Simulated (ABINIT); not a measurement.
ZnS:

```
Zn S
1.0
     0.00000    2.70200    2.70200
     2.70200    0.00000    2.70200
     2.70200    2.70200    0.00000
Zn S
1 1
Direct
  0.75000 0.75000 0.75000
  0.00000 0.00000 0.00000
```

Base run:

| Item | Value |
| --- | --- |
| Program | ABINIT 10.8.3 (patched build) |
| Functional | HSE06 |
| Potentials or basis | SPMS NC PBE v1.0 |
| Cutoff | 816 eV |
| k mesh | 6 × 6 × 6 |
| Occupations | fixed |
| Spin | no spin polarisation |

Its results: band gap on the k mesh 3.17 eV, direct; pressure 0.3 GPa.

Task: The run is repeated on the same cell with these changes: functional from HSE06 to PBE. What comes out?

Result: Band gap on the k mesh 2.11 eV, direct; pressure 1.8 GPa.

HSE06 gives the wider gap, since exact exchange removes part of the self-interaction.

Caveats: Libxc's HSE differs a little from that of other programs (some runs); the potentials were made for another functional, which shifts forces and pressure (some runs).

